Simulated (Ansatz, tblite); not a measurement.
NaCl: GFN1-xTB, run from Python

These are simulated results from tblite 0.8.0, not measurements. The cell was built from a prototype and was relaxed with r2SCAN in plane waves (Ansatz 0.2.0). Not every such cell is a known phase. All runs are without spin polarisation.

It is cubic, Pm-3m (No. 221); conventional cell a = 3.460 Å, 20.70 Å³ an atom. Na is surrounded by 8 Cl at 3.00 Å; Cl is surrounded by 8 Na at 3.00 Å.

tblite solves periodic systems at the zone centre alone, so the script builds a cluster of 3×3×3 conventional cells (54 atoms), which folds in a coarse mesh of k points.

Input script:

```python
import json
from ase import Atoms
from ase.build import make_supercell
from ase.units import Bohr, GPa, Hartree
from tblite.interface import Calculator

atoms = Atoms(['Na', 'Cl'],
              cell=[[3.45954583, 0.0, 0.0], [0.0, 3.45954583, 0.0], [0.0, 0.0, 3.45954583]],
              scaled_positions=[[0.0, 0.0, 0.0], [0.5, 0.5, 0.5]],
              pbc=True)
cluster = make_supercell(atoms, [[3, 0, 0], [0, 3, 0], [0, 0, 3]])
calc = Calculator('GFN1-xTB', cluster.numbers, cluster.positions / Bohr, lattice=cluster.cell[:] / Bohr, periodic=cluster.pbc)
calc.set('temperature', 0.02 / Hartree)
calc.set('max-iter', 150)
res = calc.singlepoint()
levels = res.get('orbital-energies') * Hartree
nv = round(res.get('orbital-occupations').sum() / 2)
cells = len(cluster) // len(atoms)
out = {'energy_per_cell': res.get('energy') * Hartree / cells, 'homo': levels[nv - 1], 'lumo': levels[nv],
       'stress': (-res.get('virial') * Hartree / cluster.get_volume() / GPa).tolist(), 'charges': res.get('charges')[:len(atoms)].tolist(), 'electrons': 2 * nv / cells}
json.dump(out, open('results.json', 'w'))
for key, value in out.items():
    print(key, value)
```

Command: `python run.py`. It took 3.4 s on 1 thread of Arm Neoverse V1, with other jobs on the host, peak memory 0.11 GiB.

Output:

```
------------------------------------------------------------
  cycle        total energy    energy error   density error
------------------------------------------------------------
      1     -125.6844287888  -1.2540319E+02   5.4169144E-01
      2     -126.2683916783  -5.8396289E-01   3.1414890E-01
      3     -126.2698485364  -1.4568580E-03   5.3599943E-02
      4     -126.2699570579  -1.0852156E-04   1.1358509E-03
      5     -126.2699572192  -1.6127261E-07   6.8829177E-04
      6     -126.2699630117  -5.7924742E-06   9.5371234E-05
      7     -126.2699633225  -3.1079362E-07   3.7170564E-07
------------------------------------------------------------

 total:                                   2.770 sec
energy_per_cell -127.2585450092704
homo -12.879018045012712
lumo -8.478252602489194
stress [[-1.9336154978881124, -3.3511423029355635e-06, -3.351142407835795e-06], [-3.3511423029139514e-06, -1.9336154978878042, -3.351142439502583e-06], [-3.3511424078494844e-06, -3.3511424394849127e-06, -1.9336154978888196]]
charges [0.5695923244240287, -0.5696524955332061]
electrons 8.0
```

The cycle table is in hartree for the whole cluster, and the lines after it are in eV (the energy for one cell). The printed stress is in GPa and positive in compression, and the pressure is its mean diagonal.

GFN1-xTB gives a gap of 4.40 eV. On the same cell, plane-wave PBE (Ansatz, 8×8×8 k points and the special points) gives a gap of 4.10 eV and r2SCAN a gap of 4.92 eV; on shared hosts these took about 1.6 and 4.2 core-seconds on the 2-atom cell, against 3.4 for the script. Semilocal gaps usually lie below measured ones. xTB was fitted to molecules, so gaps, charges and pressures of solids can be far off, and the gap also depends on the size of the cluster.

The same script was run on cells scaled at fixed shape and fractional coordinates:

| volume (Å³/atom) | energy (meV/atom) | pressure (GPa, positive in compression) | gap (eV) |
| --- | --- | --- | --- |
| 18.22 | -3.8 | 1.88 | 5.04 |
| 19.46 | -9.2 | -0.35 | 4.70 |
| 20.70 | 0.0 | -1.93 | 4.40 |
| 21.94 | 19.6 | -3.04 | 4.14 |
| 23.19 | 46.4 | -3.79 | 3.90 |

A Birch-Murnaghan fit puts the minimum at 19.23 Å³/atom, 7.1 % below the given cell, with a bulk modulus of 31 GPa at fixed shape.

xTB was fitted mostly to molecules, and a small cluster samples few k points, so gaps, pressures and kinks along a curve can be far from a solid's.
